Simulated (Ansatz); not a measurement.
# Clamped-ion strain scan in CsI

Method: DFT r2SCAN, scalar-relativistic, plane waves, PAW in Ansatz. The runs took a 500 eV cutoff, a Γ-centred 6×6×6 mesh and Gaussian smearing (0.05 eV). No spin polarisation. Energies are free energies at this smearing, counted from the undisturbed cell; pressure is positive in compression.

The undisturbed cell (as given, not relaxed at this level; it stands at 0.4 GPa):

```
CELL_PARAMETERS angstrom
4.56670 0.00000 0.00000
0.00000 4.56670 0.00000
0.00000 0.00000 4.56670
ATOMIC_POSITIONS crystal
Cs 0.00000 0.00000 0.00000
I 0.50000 0.50000 0.50000
```

The cell is strained by ε times the Voigt pattern (0, 0, 1, 0, 0, 0) (xx, yy, zz, yz, xz, xy; engineering shear) with fractional coordinates fixed.

```tsv
ε	ΔE (meV/atom)	stress summed along the pattern (GPa, tension positive)	pressure (GPa)
-0.0200	3.9	-0.93	0.7
-0.0150	2.6	-0.79	0.6
-0.0100	1.5	-0.65	0.5
-0.0050	0.7	-0.51	0.4
0.0000	0.0	-0.38	0.4
0.0050	-0.5	-0.25	0.3
0.0100	-0.7	-0.12	0.2
0.0150	-0.8	0.00	0.2
0.0175	-0.8	0.07	0.1
0.0200	-0.7	0.13	0.1
```